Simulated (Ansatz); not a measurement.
## Al₃GaN₄ (P-43m), work and stress of cleavage

Level of theory: DFT r2SCAN, scalar-relativistic, plane waves, PAW (Ansatz 0.2.0). Cutoff 500 eV, Γ-centred 5×5×3 k-points, Gaussian smearing of 0.05 eV. No spin polarisation. Energies are free energies at this smearing, counted from the undisturbed cell; pressure is positive in compression.

Zero of the scan (relaxed at this level; it needn't be the usual structure):

```
Al Ga N
1.0
     0.00000   -4.40124    0.00000
     0.00000    0.00000   -4.40124
     8.80247    0.00000    0.00000
Al Ga N
6 2 8
Direct
  0.50000 0.00000 0.93890
  0.50000 0.00000 0.43890
  0.00000 0.50000 0.93890
  0.00000 0.50000 0.43890
  0.50000 0.50000 0.18890
  0.50000 0.50000 0.68890
  0.00000 0.00000 0.18890
  0.00000 0.00000 0.68890
  0.25554 0.74446 0.06113
  0.25554 0.74446 0.56113
  0.74446 0.25554 0.06113
  0.74446 0.25554 0.56113
  0.25554 0.25554 0.81667
  0.25554 0.25554 0.31667
  0.74446 0.74446 0.81667
  0.74446 0.74446 0.31667
```

The cut lies on the cell's a–b face, a (1 0 0) plane (indices in the standard cell, whose axes needn't be the Cartesian ones shown) of area 19.37 Å², between layers 1.08 Å apart. Vector c is lengthened by d along the normal with the atoms' Cartesian places fixed: one unrelaxed cut a cell. The traction is positive where the two halves pull on each other.

| d (Å) | energy (J/m²) | traction (GPa) |
| --- | --- | --- |
| -0.30 | 1.13 | -76.1 |
| -0.15 | 0.28 | -37.4 |
| 0.00 | 0.00 | 0.0 |
| 0.25 | 0.67 | 50.3 |
| 0.50 | 2.34 | 79.6 |
| 0.75 | 4.48 | 87.1 |
| 1.00 | 6.55 | 76.7 |
| 1.50 | 9.51 | 42.0 |
| 2.00 | 10.99 | 18.8 |
| 3.00 | 11.86 | 3.6 |
| 4.50 | 12.11 | 0.7 |
| 6.00 | 12.17 | 0.3 |

Question: What are the work of separation and the cleavage stress, and do they fit the universal binding curve?

Answer: The energy levels off near W ≈ 12.17 J/m² (the traction is down to 0.3 GPa), the energy of the two unrelaxed faces, 6.09 J/m² each on average. The largest sampled traction is 87.1 GPa at d = 0.75 Å, and a parabola through it and its two neighbours peaks at σ_max ≈ 87.2 GPa, d ≈ 0.73 Å. The curve E = W[1 − (1 + d/ℓ)exp(−d/ℓ)] peaks in traction at d = ℓ with σ_max = W/(eℓ); with 1 J/m² per Å = 10 GPa this W and σ_max give ℓ = 0.51 Å. A parabola through that curve at the same three d peaks at 0.40 Å, against 0.73 Å here, so the traction peaks further out than on that curve. The cut parts unlike faces (Al and N); in an ionic crystal that makes them polar, and the energy then depends on the thickness of the slab. The opened faces are metallic here, and spin polarisation, left out, could lower W. Real crystals break at far lower stress, because cracks concentrate it, and on the plane of lowest W, which needn't be this one.

The cut is rigid; relaxing the faces lowers these energies and usually the stresses.

The gap closes along the scan, which can put kinks into the curve.

Cost: 12 runs of about 13 core-minutes in all, on Arm Neoverse V2 (shared hosts).